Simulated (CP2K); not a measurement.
# Sb (I4/mmm) in CP2K: notebook

One crystal, Sb, is run at these levels: PBEsol+D4; tasks: single point, equation of state.

All numbers are computed with CP2K 2026.2; they aren't measurements. Logs are shortened: lines on timing, memory, paths and dates and some standing lists are left out, and cuts for length are marked.

## (1) Starting point

Symmetry: I4/mmm, No. 139, tetragonal system. Conventional cell: a = 3.153 Å, b = 3.153 Å, c = 5.424 Å, α = 90.00°, β = 90.00°, γ = 90.00°. Around Sb (site symmetry 4/mmm) lie 12 Sb at 3.15 to 3.51 Å.

This isn't the form of Sb at room conditions, which is rhombohedral.

## (2) Single point, PBEsol+D4, 26.96 Å³/atom

File sb_eos.inp:

```
&GLOBAL
  PROJECT sb_eos
  RUN_TYPE ENERGY_FORCE
  PRINT_LEVEL LOW
&END GLOBAL
&FORCE_EVAL
  METHOD QS
  STRESS_TENSOR ANALYTICAL
  &DFT
    BASIS_SET_FILE_NAME BASIS_MOLOPT_UZH
    POTENTIAL_FILE_NAME POTENTIAL_UZH
    &MGRID
      CUTOFF 450
      REL_CUTOFF 60
      NGRIDS 5
    &END MGRID
    &QS
      METHOD GPW
      EPS_DEFAULT 1.0E-10
    &END QS
    &KPOINTS
      SCHEME MONKHORST-PACK 12 12 12
      GAMMA_CENTERED T
      SYMMETRY T
      SYMMETRY_BACKEND SPGLIB
    &END KPOINTS
    &SCF
      SCF_GUESS ATOMIC
      EPS_SCF 1.0E-6
      MAX_SCF 100
      ADDED_MOS 8
      CHOLESKY OFF
      EPS_EIGVAL 1.0E-7
      &DIAGONALIZATION ON
        ALGORITHM STANDARD
      &END DIAGONALIZATION
      &MIXING ON
        METHOD BROYDEN_MIXING
        ALPHA 0.4
        BETA 1.5
        NBUFFER 8
      &END MIXING
      &SMEAR ON
        METHOD GAUSSIAN
        SIGMA [eV] 0.01
      &END SMEAR
    &END SCF
    &XC
      &XC_FUNCTIONAL
        &GGA_X_PBE_SOL
        &END GGA_X_PBE_SOL
        &GGA_C_PBE_SOL
        &END GGA_C_PBE_SOL
      &END XC_FUNCTIONAL
      &VDW_POTENTIAL
        POTENTIAL_TYPE PAIR_POTENTIAL
        &PAIR_POTENTIAL
          TYPE DFTD4
          REFERENCE_FUNCTIONAL PBEsol
          D4_CUTOFF 20
        &END PAIR_POTENTIAL
      &END VDW_POTENTIAL
    &END XC
    &PRINT
      &KPOINTS ON
      &END KPOINTS
      &MULLIKEN ON
      &END MULLIKEN
      &MO ON
        ENERGIES T
        OCCUPATION_NUMBERS T
        &EACH
          QS_SCF 0
        &END EACH
        ADD_LAST NUMERIC
      &END MO
    &END PRINT
  &END DFT
  &SUBSYS
    &CELL
      ABC 3.5107788243 3.5107788242 3.5107788243
      ALPHA_BETA_GAMMA 126.6335899791 126.6335899777 78.8492627155
      PERIODIC XYZ
    &END CELL
    &COORD
      Sb  0.0000000000 0.0000000000 0.0000000000
    &END COORD
    &KIND Sb
      BASIS_SET TZVP-MOLOPT-PBE-GTH-q5
      POTENTIAL GTH-PBE-q5
    &END KIND
    &PRINT
      &ATOMIC_COORDINATES ON
      &END ATOMIC_COORDINATES
      &CELL ON
      &END CELL
    &END PRINT
  &END SUBSYS
  &PRINT
    &FORCES ON
    &END FORCES
    &STRESS_TENSOR ON
    &END STRESS_TENSOR
  &END PRINT
&END FORCE_EVAL
```

Potentials or basis: POTENTIAL_UZH Sb GTH-PBE-q5; TZVP-MOLOPT-PBE-GTH basis.

On the command line:

```sh
> OMP_NUM_THREADS=1 cp2k.psmp -i sb_eos.inp -o sb_eos.out
```

sb_eos.out:

```text

 CP2K| version string:                                       CP2K version 2026.2
 CP2K| Input file name                                                sb_eos.inp

 GLOBAL| Force Environment number                                              1
 GLOBAL| Basis set file name                                    BASIS_MOLOPT_UZH
 GLOBAL| Potential file name                                       POTENTIAL_UZH
 GLOBAL| MM Potential file name                                     MM_POTENTIAL
 GLOBAL| Coordinate file name                                      __STD_INPUT__
 GLOBAL| Method name                                                        CP2K
 GLOBAL| Project name                                                     sb_eos
 GLOBAL| Run type                                                   ENERGY_FORCE
 GLOBAL| FFT library                                                       FFTW3
[... 6 lines left out ...]
 GLOBAL| Total number of message passing processes                             1
 GLOBAL| Number of threads for this process                                    1
 GLOBAL| CPU model name                          Intel(R) Xeon(R) Platinum 8488C

 CELL| Volume [angstrom^3]:                                            26.961864
 CELL| Vector a [angstrom]:       3.511     0.000     0.000   |a| =     3.510779
 CELL| Vector b [angstrom]:       0.679     3.445     0.000   |b| =     3.510779
 CELL| Vector c [angstrom]:      -2.095    -1.722     2.230   |c| =     3.510779
 CELL| Angle (b,c), alpha [degree]:                                   126.633590
 CELL| Angle (a,c), beta  [degree]:                                   126.633590
 CELL| Angle (a,b), gamma [degree]:                                    78.849263
 CELL| Numerically orthorhombic:                                              NO
 CELL| Periodicity                                                           XYZ

 CELL_REF| Volume [angstrom^3]:                                        26.961864
 CELL_REF| Vector a [angstrom     3.511     0.000     0.000   |a| =     3.510779
 CELL_REF| Vector b [angstrom     0.679     3.445     0.000   |b| =     3.510779
 CELL_REF| Vector c [angstrom    -2.095    -1.722     2.230   |c| =     3.510779
 CELL_REF| Angle (b,c), alpha [degree]:                               126.633590
 CELL_REF| Angle (a,c), beta  [degree]:                               126.633590
 CELL_REF| Angle (a,b), gamma [degree]:                                78.849263
 CELL_REF| Numerically orthorhombic:                                          NO
 CELL_REF| Periodicity                                                       XYZ

[... 8 lines left out ...]
 TOTAL NUMBERS AND MAXIMUM NUMBERS

  Total number of            - Atomic kinds:                                   1
                             - Atoms:                                          1
                             - Shell sets:                                     1
                             - Shells:                                         7
                             - Primitive Cartesian functions:                  4
                             - Cartesian basis functions:                     18
                             - Spherical basis functions:                     17

  Maximum angular momentum of- Orbital basis functions:                        2
                             - Local part of the GTH pseudopotential:          0
                             - Non-local part of the GTH pseudopotential:      4

 MODULE QUICKSTEP: ATOMIC COORDINATES IN ANGSTROM

   Atom Kind Element         X             Y             Z       Z(eff)     Mass
      1    1 Sb   51      0.000000      0.000000      0.000000   5.0000 121.7600

 SCF PARAMETERS         Density guess:                                    ATOMIC
                        --------------------------------------------------------
                        max_scf:                                             100
[... 7 lines left out ...]
                        --------------------------------------------------------
                        level_shift [a.u.]:                             0.000000
                        added MOs                                         8    0
                        --------------------------------------------------------
                        Mixing method:                            BROYDEN_MIXING
                                                charge density mixing in g-space
                        --------------------------------------------------------
                        Smear method:                                   GAUSSIAN
                        Smearing width (sigma) [a.u.]:                  3.67E-04
                        Accuracy threshold:                             1.00E-10
[... 13 lines left out ...]
 BRILLOUIN| Wavefunction type                                            COMPLEX
[... 31 lines left out ...]
     5 Broy./Diag. 0.40E+00    1.2     0.00135562        -5.5242349965  4.94E-03
     6 Broy./Diag. 0.40E+00    1.2     0.00020974        -5.5238288076  4.06E-04
     7 Broy./Diag. 0.40E+00    1.2     0.00004839        -5.5237440608  8.47E-05
     8 Broy./Diag. 0.40E+00    1.2     0.00002599        -5.5237688051 -2.47E-05
     9 Broy./Diag. 0.40E+00    1.2     0.00000439        -5.5237752901 -6.49E-06
    10 Broy./Diag. 0.40E+00    1.2     0.00000445        -5.5237792651 -3.97E-06
    11 Broy./Diag. 0.40E+00    1.2     0.00000187        -5.5237794712 -2.06E-07
    12 Broy./Diag. 0.40E+00    1.3     0.00000060        -5.5237796879 -2.17E-07

  *** SCF run converged in    12 steps ***

  Electronic density on regular grids:         -4.9999999999        0.0000000001
  Core density on regular grids:                4.9999999983       -0.0000000017
  Total charge density on r-space grids:       -0.0000000016
  Total charge density g-space grids:          -0.0000000016

  Overlap energy of the core charge distribution:               0.00000000000780
  Self energy of the core charge distribution:                -11.95317330209555
  Core Hamiltonian energy:                                      2.42873214237341
  Hartree energy:                                               5.40308017489473
  Exchange-correlation energy:                                 -1.39045499482048
  Dispersion energy:                                           -0.01195879804823
  Smearing free energy correction:                             -0.00000491019115
  Fermi energy:                                                 0.24047455685016

  Total energy:                                                -5.52377968787535
  Total energy (extrapolated to sigma->0):                     -5.52377723277978

 MO| EIGENVALUES AND OCCUPATION NUMBERS FOR K POINT 1
 MO|
 MO|  Index      Eigenvalue [a.u.]        Eigenvalue [eV]             Occupation
 MO|      1              -0.096494              -2.625736               2.000000
 MO|      2               0.086947               2.365949               2.000000
 MO|      3               0.214526               5.837551               2.000000
 MO|      4               0.235035               6.395635               2.000000
 MO|      5               0.626301              17.042505               0.000000
 MO|      6               0.677851              18.445255               0.000000
 MO|      7               0.810899              22.065691               0.000000
 MO|      8               0.885236              24.088500               0.000000
 MO|      9               0.973101              26.479426               0.000000
 MO|     10               1.229172              33.447460               0.000000
 MO|     11               1.247049              33.933942               0.000000
 MO| Sum:                                                               8.000000
 MO| E(Fermi):            0.240475 a.u.          6.543645 eV
[... 218 lines left out ...]
 MO|      1              -0.093237              -2.537107               2.000000
 MO|      2               0.086762               2.360918               2.000000
 MO|      3               0.209481               5.700260               2.000000
 MO|      4               0.291235               7.924916               0.000000
 MO|      5               0.570723              15.530154               0.000000
 MO|      6               0.708191              19.270854               0.000000
 MO|      7               0.740477              20.149396               0.000000
 MO|      8               0.848626              23.092283               0.000000
 MO|      9               0.942815              25.655294               0.000000
 MO|     10               1.141067              31.050026               0.000000
 MO|     11               1.270834              34.581165               0.000000
 MO| Sum:                                                               6.000000
 MO| E(Fermi):            0.240475 a.u.          6.543645 eV
 MO| Band gap:            0.081755 a.u.          2.224656 eV

 [... the levels of further k-points ...]

 !-----------------------------------------------------------------------------!
                     Mulliken Population Analysis

 #  Atom  Element  Kind  Atomic population                           Net charge
       1     Sb       1          5.000000                              0.000000
 # Total charge                              5.000000                  0.000000

 !-----------------------------------------------------------------------------!

 ENERGY| Total FORCE_EVAL ( QS ) energy [hartree]             -5.523779638606885

 FORCES| Atomic forces [hartree/bohr]
 FORCES|   Atom     x               y               z               |f|
 FORCES|      1  1.18327106E-15  6.16458417E-15  1.35245978E-14   1.49102976E-14
 FORCES| Sum     1.18327106E-15  6.16458417E-15  1.35245978E-14
 FORCES| Total atomic force                                       1.49102976E-14

 STRESS| Analytical stress tensor [bar]
 STRESS|                        x                   y                   z
 STRESS|      x       -3.30441812189E+03  -6.66061554567E+03   8.11359999713E-03
 STRESS|      y       -6.66061554567E+03  -6.78609726638E+02  -8.55315814251E-03
 STRESS|      z        8.11359999713E-03  -8.55315814251E-03   4.79759173922E+03
 STRESS| 1/3 Trace                                             2.71521296897E+02
 STRESS| Determinant                                          -2.02081228720E+11

 STRESS| Eigenvectors and eigenvalues of the analytical stress tensor [bar]
 STRESS|                        1                   2                   3
 STRESS| Eigenvalues  -8.78029267154E+03   4.79726440055E+03   4.79759216168E+03
 STRESS|      x           0.772461416917     -0.634652286168      0.022799891137
 STRESS|      y           0.635061697297      0.771963430512     -0.027732698700
 STRESS|      z          -0.000000061546      0.035901777296      0.999355323390
```

Run time: 18 s. Hardware: 1 thread of Intel Xeon Platinum 8488C (Sapphire Rapids), shared host; peak memory 0.27 GiB.

What came out:

| Quantity | Value |
| --- | --- |
| Free energy | -150.3097 eV |
| Pressure | 0.0 GPa |
| Band gap on the k mesh | none (metal or under the smearing width) |

Caveat: the potentials were made for another functional, which shifts forces and pressure; the basis of atomic orbitals isn't converged, which shifts pressures, moduli and gaps; pairwise dispersion overbinds metals, which lowers pressure and volume.

## (3) Single point, PBEsol+D4, 26.42 Å³/atom (volume scaled by 0.98)

sb_eos.inp: that of step 2 with these lines changed.

```diff
@@ -11,2 +11,3 @@
     POTENTIAL_FILE_NAME POTENTIAL_UZH
+    WFN_RESTART_FILE_NAME previous-RESTART.kp
     &MGRID
@@ -27,3 +28,3 @@
     &SCF
-      SCF_GUESS ATOMIC
+      SCF_GUESS RESTART
       EPS_SCF 1.0E-6
@@ -80,4 +81,4 @@
     &CELL
-      ABC 3.5107788243 3.5107788242 3.5107788243
-      ALPHA_BETA_GAMMA 126.6335899791 126.6335899777 78.8492627155
+      ABC 3.4872158403 3.4872158403 3.4872158403
+      ALPHA_BETA_GAMMA 126.6335899784 126.6335899784 78.8492627159
       PERIODIC XYZ
```

Potentials or basis: POTENTIAL_UZH Sb GTH-PBE-q5; TZVP-MOLOPT-PBE-GTH basis.

On the command line:

```sh
> OMP_NUM_THREADS=1 cp2k.psmp -i sb_eos.inp -o sb_eos.out
```

It took 15 s on 1 thread of Intel Xeon Platinum 8488C (Sapphire Rapids), shared host; peak memory 0.27 GiB.

Results (log left out):

- Free energy: -150.3073 eV
- Pressure: 1.5 GPa
- Band gap on the k mesh: none (metal or under the smearing width)

Caveat: the potentials were made for another functional, which shifts forces and pressure; the basis of atomic orbitals isn't converged, which shifts pressures, moduli and gaps; pairwise dispersion overbinds metals, which lowers pressure and volume.

## (4) Single point, PBEsol+D4, 27.50 Å³/atom (volume scaled by 1.02)

sb_eos.inp: that of step 3 with these lines changed.

```diff
@@ -81,4 +81,4 @@
     &CELL
-      ABC 3.4872158403 3.4872158403 3.4872158403
-      ALPHA_BETA_GAMMA 126.6335899784 126.6335899784 78.8492627159
+      ABC 3.5340296928 3.5340296927 3.5340296928
+      ALPHA_BETA_GAMMA 126.6335899790 126.6335899771 78.8492627154
       PERIODIC XYZ
```

On the command line:

```sh
> OMP_NUM_THREADS=1 cp2k.psmp -i sb_eos.inp -o sb_eos.out
```

It took 14 s on 1 thread of Intel Xeon Platinum 8488C (Sapphire Rapids), shared host; peak memory 0.27 GiB.

It converged, with:

* Free energy: -150.3077 eV
* Pressure: -1.2 GPa
* Band gap on the k mesh: none (metal or under the smearing width)

Caveat: the potentials were made for another functional, which shifts forces and pressure; the basis of atomic orbitals isn't converged, which shifts pressures, moduli and gaps; pairwise dispersion overbinds metals, which lowers pressure and volume.

## (5) Single point, PBEsol+D4, 25.88 Å³/atom (volume scaled by 0.96)

sb_eos.inp: that of step 4 with these lines changed.

```diff
@@ -81,4 +81,4 @@
     &CELL
-      ABC 3.5340296928 3.5340296927 3.5340296928
-      ALPHA_BETA_GAMMA 126.6335899790 126.6335899771 78.8492627154
+      ABC 3.4633300507 3.4633300507 3.4633300507
+      ALPHA_BETA_GAMMA 126.6335899803 126.6335899777 78.8492627152
       PERIODIC XYZ
```

On the command line:

```sh
> OMP_NUM_THREADS=1 cp2k.psmp -i sb_eos.inp -o sb_eos.out
```

Run time: 15 s. Hardware: 1 thread of Intel Xeon Platinum 8488C (Sapphire Rapids), shared host; peak memory 0.27 GiB.

Results (log left out):

| Quantity | Value |
| --- | --- |
| Free energy | -150.2996 eV |
| Pressure | 3.1 GPa |
| Band gap on the k mesh | none (metal or under the smearing width) |

Caveat: the potentials were made for another functional, which shifts forces and pressure; the basis of atomic orbitals isn't converged, which shifts pressures, moduli and gaps; pairwise dispersion overbinds metals, which lowers pressure and volume.

## (6) Single point, PBEsol+D4, 28.04 Å³/atom (volume scaled by 1.04)

sb_eos.inp: that of step 5 with these lines changed.

```diff
@@ -81,4 +81,4 @@
     &CELL
-      ABC 3.4633300507 3.4633300507 3.4633300507
-      ALPHA_BETA_GAMMA 126.6335899803 126.6335899777 78.8492627152
+      ABC 3.5569785806 3.5569785805 3.5569785806
+      ALPHA_BETA_GAMMA 126.6335899792 126.6335899780 78.8492627153
       PERIODIC XYZ
```

Potentials or basis: POTENTIAL_UZH Sb GTH-PBE-q5; TZVP-MOLOPT-PBE-GTH basis.

On the command line:

```sh
> OMP_NUM_THREADS=1 cp2k.psmp -i sb_eos.inp -o sb_eos.out
```

Wall time 14 s (1 thread of Intel Xeon Platinum 8488C (Sapphire Rapids), shared host); peak memory 0.27 GiB.

The run converged. Its results:

* Free energy: -150.3015 eV
* Pressure: -2.4 GPa
* Band gap on the k mesh: none (metal or under the smearing width)

Caveat: the potentials were made for another functional, which shifts forces and pressure; the basis of atomic orbitals isn't converged, which shifts pressures, moduli and gaps; pairwise dispersion overbinds metals, which lowers pressure and volume.

## (7) Single point, PBEsol+D4, 25.34 Å³/atom (volume scaled by 0.94)

sb_eos.inp: that of step 6 with these lines changed.

```diff
@@ -81,4 +81,4 @@
     &CELL
-      ABC 3.5569785806 3.5569785805 3.5569785806
-      ALPHA_BETA_GAMMA 126.6335899792 126.6335899780 78.8492627153
+      ABC 3.4391101671 3.4391101670 3.4391101670
+      ALPHA_BETA_GAMMA 126.6335899793 126.6335899772 78.8492627157
       PERIODIC XYZ
```

On the command line:

```sh
> OMP_NUM_THREADS=1 cp2k.psmp -i sb_eos.inp -o sb_eos.out
```

Wall time 15 s (1 thread of Intel Xeon Platinum 8488C (Sapphire Rapids), shared host); peak memory 0.27 GiB.

It converged, with:

```
Free energy            : -150.2860 eV
Pressure               : 5.0 GPa
Band gap on the k mesh : none (metal or under the smearing width)
```

Caveat: the potentials were made for another functional, which shifts forces and pressure; the basis of atomic orbitals isn't converged, which shifts pressures, moduli and gaps; pairwise dispersion overbinds metals, which lowers pressure and volume.

## (8) Single point, PBEsol+D4, 28.58 Å³/atom (volume scaled by 1.06)

sb_eos.inp: that of step 7 with these lines changed.

```diff
@@ -81,4 +81,4 @@
     &CELL
-      ABC 3.4391101671 3.4391101670 3.4391101670
-      ALPHA_BETA_GAMMA 126.6335899793 126.6335899772 78.8492627157
+      ABC 3.5796351059 3.5796351059 3.5796351059
+      ALPHA_BETA_GAMMA 126.6335899792 126.6335899777 78.8492627148
       PERIODIC XYZ
```

On the command line:

```sh
> OMP_NUM_THREADS=1 cp2k.psmp -i sb_eos.inp -o sb_eos.out
```

Run time: 14 s. Hardware: 1 thread of Intel Xeon Platinum 8488C (Sapphire Rapids), shared host; peak memory 0.27 GiB.

The run converged. Its results:

```
Free energy            : -150.2915 eV
Pressure               : -3.5 GPa
Band gap on the k mesh : none (metal or under the smearing width)
```

Caveat: the potentials were made for another functional, which shifts forces and pressure; the basis of atomic orbitals isn't converged, which shifts pressures, moduli and gaps; pairwise dispersion overbinds metals, which lowers pressure and volume.

## (9) Equation of state, PBEsol+D4

Potentials or basis: POTENTIAL_UZH Sb GTH-PBE-q5; TZVP-MOLOPT-PBE-GTH basis.

No new run: the results of the series are fitted here.

Results:

- Equilibrium volume: 26.98 Å³/atom
- Bulk modulus at fixed shape and positions: 69 GPa
- Pressure derivative of the bulk modulus: 4.8 (rough: it moves with the points fitted)

Energy against volume, from the lowest point:
| volume (Å³/atom) | energy (meV/atom) |
| --- | --- |
| 25.344 | 23.71 |
| 25.883 | 10.09 |
| 26.423 | 2.41 |
| 26.962 | 0.00 |
| 27.501 | 2.00 |
| 28.040 | 8.18 |
| 28.580 | 18.20 |

Caveat: the cell was scaled at fixed shape and fractional positions, which overstates the stiffness of a crystal with free parameters, most of all of layers and chains; the potentials were made for another functional, which shifts forces and pressure; the basis of atomic orbitals isn't converged, which shifts pressures, moduli and gaps.
